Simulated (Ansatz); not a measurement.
# CuO: tests of the settings

One table from this session's results is given with a row withheld; the runs are named, their logs left out.

Method: DFT PBEsol, scalar-relativistic, plane waves, PAW for the base; runs at other levels say so in their headings and inputs, in Ansatz 0.2.0.

### Starting point

Symmetry: Cccm, No. 66, orthorhombic system. The conventional cell has a = 3.982 Å, b = 4.307 Å, c = 5.156 Å, α = 90.00°, β = 90.00°, γ = 90.00°. Cu (site symmetry 2/m) is surrounded by 4 O at 1.95 Å. Around O (site symmetry 222) lie 4 Cu at 1.95 Å.

As a file:

```cif
data_structure
_symmetry_space_group_name_H-M 'Cccm'
_symmetry_Int_Tables_number 66
_cell_length_a 3.9819
_cell_length_b 4.3071
_cell_length_c 5.1559
_cell_angle_alpha 90.000
_cell_angle_beta 90.000
_cell_angle_gamma 90.000
_cell_volume 88.43
loop_
_atom_site_label
_atom_site_type_symbol
_atom_site_symmetry_multiplicity
_atom_site_Wyckoff_symbol
_atom_site_fract_x
_atom_site_fract_y
_atom_site_fract_z
_atom_site_occupancy
Cu1 Cu 4 f 0.25000 0.25000 0.50000 1
O1 O 4 b 0.50000 0.00000 0.75000 1
```

The structure comes from the Materials Project (structure only); it is used as listed.

The first run:

Contents of input.yaml:

```yaml
crystal:
  lattice:
    - [1.990968, -2.15355, 0.0]
    - [1.990968, 2.15355, 0.0]
    - [0.0, 0.0, 5.155928]
  atoms:
    - { symbol: Cu, position: [0.0, 0.5, 0.0], spin: 1.0 }
    - { symbol: Cu, position: [0.5, 0.0, 0.5], spin: 1.0 }
    - { symbol: O, position: [0.5, 0.5, 0.25] }
    - { symbol: O, position: [0.5, 0.5, 0.75] }
basis:
  ecutwfc: 420
kpoints:
  mp_grid: { grid: [6, 6, 4] }
hamiltonian:
  xc: pbesol
scf:
  occupations: { method: gaussian, width: 0.1 }
output:
  forces: true
  stress: true
  eigenvalues: true
  populations: true
magnetization:
  spin_polarized: true
```

Run with:

```
$ ansatz run input.yaml --threads 1 --pin off --max-ram 2560MiB --backend cpu --events-out ev --progress --plain --runs-dir out
```

Steps of the session up to this table: Probe: one point at the start; The base run; Relaxation, functional: LDA; Relaxation, functional: PBEsol; Relaxing with functional PBE; Relaxation, functional: r2SCAN.

One table of the session follows, with a row left open; its other results are not shown here.

```
functional  a (Å)  b (Å)  c (Å)  volume (Å³/atom)
       LDA      ?      ?      ?                 ?
    PBEsol  4.085  4.101  5.092             10.66
       PBE  4.164  4.176  5.151             11.20
    r2SCAN  4.085  4.099  5.126             10.73
```

Q: Estimate the row for LDA from the others.

As computed: a (Å): 4.026; b (Å): 4.042; c (Å): 5.044; volume (Å³/atom): 10.26. In the column «a (Å)» it is the lowest.

Caveats from the session: Spin polarisation is off in the runs that give these values; a magnetic solution could lie lower. Warnings in the runs' records: seeded moment not kept.
